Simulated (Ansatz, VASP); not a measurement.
One calculation of GaSb, two programs

The input INCAR:

```
SYSTEM = GaSb
PREC     = Accurate       ! precision mode
ENCUT    = 520            ! plane-wave cutoff, eV
EDIFF    = 1E-6           ! SCF threshold, eV
ISMEAR   = -1             ! smearing method
SIGMA    = 0.08           ! smearing width, eV
LREAL    = .False.        ! projectors in reciprocal space
LASPH    = .True.         ! aspherical terms in the spheres
NELM     = 60             ! most SCF steps
ALGO     = Normal         ! electronic algorithm
ISIF     = 2              ! what is computed and relaxed
LWAVE    = .False.        ! write WAVECAR
LCHARG   = .False.        ! write CHGCAR
GGA      = PE             ! functional
NBANDS   = 16             ! bands
```

KPOINTS

```
regular mesh
0
Gamma
  9 9 9
  0 0 0
```

Contents of POSCAR:

```
GaSb
1.0
    0.0000000000      3.0451505126      3.0451505126
    3.0451505126      0.0000000000      3.0451505126
    3.0451505126      3.0451505126      0.0000000000
Ga Sb
1 1
Direct
    0.0000000000      0.0000000000      0.0000000000
    0.2500000000      0.2500000000      0.2500000000
```

Input for Ansatz:

```yaml
crystal:
  lattice:
    - [0.0, 3.0451505126, 3.0451505126]
    - [3.0451505126, 0.0, 3.0451505126]
    - [3.0451505126, 3.0451505126, 0.0]
  atoms:
    - { symbol: Ga, position: [0.0, 0.0, 0.0] }
    - { symbol: Sb, position: [0.25, 0.25, 0.25] }
kpoints:
  mp_grid: { grid: [9, 9, 9] }
scf:
  occupations: { method: fermi_dirac, width: 0.08 }
hamiltonian:
  xc: pbe
  pseudopotentials: { kind: all_electron, lapw: { basis_error: 0.001 } }
output:
  forces: true
  stress: true
  eigenvalues: true
```

Change from the starting cell: volume scaled by 0.9405.

Alike in both runs: task single point; functional PBE; k mesh 9 × 9 × 9; occupations fermi-dirac, width 0.08 eV; no spin polarisation.

|  | VASP | Ansatz |
| --- | --- | --- |
| version | VASP 6.6.1 | Ansatz 0.2.0 |
| potentials or method | VASP PAW PBE potentials, release 64 (Ga_d, Sb) | all-electron LAPW, scalar-relativistic |
| plane-wave cutoff (eV) | 520 | see its input |

```csv
,VASP,Ansatz,Ansatz less VASP
pressure (GPa),3.2,3.1,-0.07
```

Ansatz ran all-electron here, so the differences hold the error of VASP's frozen core and of both bases.

Caveats: spin-orbit coupling is left out, which moves the levels of the heavy elements; an odd mesh through Γ misses points on the zone boundary, where band edges often lie.
